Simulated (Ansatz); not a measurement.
# SnTe: how the settings move a single-point run

Question: which choices in the input matter for SnTe? The cell is built on a prototype (CsCl type) and needn't be the phase found in nature.

Program: Ansatz 0.2.0. Level of theory: reference: DFT, HSE06, plane waves, PAW. These are calculated values, not measurements.

3 further runs of the same task are left out: 1 for a known fault of the program, 2 that didn't finish.

### 1 Starting point

The structure is cubic, space group Pm-3m (No. 221). Conventional cell: a = 3.892 Å, b = 3.892 Å, c = 3.892 Å, α = 90.00°, β = 90.00°, γ = 90.00°. Sn (site symmetry m-3m) has 8 Te at 3.37 Å as nearest neighbours. Te (site symmetry m-3m) has 8 Sn at 3.37 Å as nearest neighbours.

Structure file:

```
Sn Te
1.0
     3.89182    0.00000    0.00000
     0.00000    3.89182    0.00000
     0.00000    0.00000    3.89182
Sn Te
1 1
Direct
  0.00000 0.00000 0.00000
  0.50000 0.50000 0.50000
```

### 2 Baseline

Contents of input.yaml:

```yaml
crystal:
  lattice:
    - [3.8918236295, 0.0, 0.0]
    - [0.0, 3.8918236295, 0.0]
    - [0.0, 0.0, 3.8918236295]
  atoms:
    - { symbol: Sn, position: [0.0, 0.0, 0.0] }
    - { symbol: Te, position: [0.5, 0.5, 0.5] }
kpoints:
  mp_grid: { grid: [4, 4, 4] }
hamiltonian:
  xc: hse06
scf:
  occupations: { method: fermi_dirac, width: 0.02 }
  n_extra_bands: 4
output:
  forces: true
  stress: true
  eigenvalues: true
```

The run is started by

```sh
$ ansatz run input.yaml --threads 4 --pin off --max-ram 3686MiB --backend cpu --events-out ev --progress --plain --runs-dir out
```

### 3 Variant: xc r2scan

Changes to input.yaml since step 2:

```diff
@@ -11,3 +11,3 @@
 hamiltonian:
-  xc: hse06
+  xc: r2scan
 scf:
```

### 4 Changing settings: xc r2scan, ecutwfc 500

Changes to input.yaml since step 2:

```diff
@@ -11,3 +11,3 @@
 hamiltonian:
-  xc: hse06
+  xc: r2scan
 scf:
@@ -19 +19,3 @@
   eigenvalues: true
+basis:
+  ecutwfc: 500
```

Q: Predict the outcome of this session. Wanted: for each run, ending; energy change; pressure; gap; force.

As calculated:

| run | ending | energy change | pressure (GPa) | gap (eV) | force (eV/Å) | cycles | time |
| --- | --- | --- | --- | --- | --- | --- | --- |
| reference | converged | - | -0.4 | 0.00 | 0.00 | 34 | 29 s |
| 1: xc r2scan | converged | not comparable | 0.2 | 0.00 | 0.00 | 10 | 2.5 s |
| 2: xc r2scan, ecutwfc 500 | converged | not comparable | 0.2 | 0.00 | 0.00 | 10 | 2.3 s |

Residual by cycle in the longest SCF loop of each run; runs are numbered as in the table. The quantity is the density residual dr2, in eV.

```csv
cycle,reference,run 1,run 2
1,0.0369,0.0466,0.0466
2,4.0e-4,0.00208,0.00208
3,5.4e-5,0.00365,0.00365
4,6.6e-5,0.00373,0.00373
5,2.1e-6,2.6e-4,2.6e-4
6,2.1e-6,4.6e-6,4.6e-6
7,1.8e-7,1.5e-5,1.5e-5
8,2.4e-8,1.8e-6,1.8e-6
9,3.9e-9,1.1e-7,1.1e-7
10,2.1e-10,6.7e-10,6.7e-10
```

What this shows: The pressure spans -0.4 to 0.2 GPa over the reference and the converged variants.
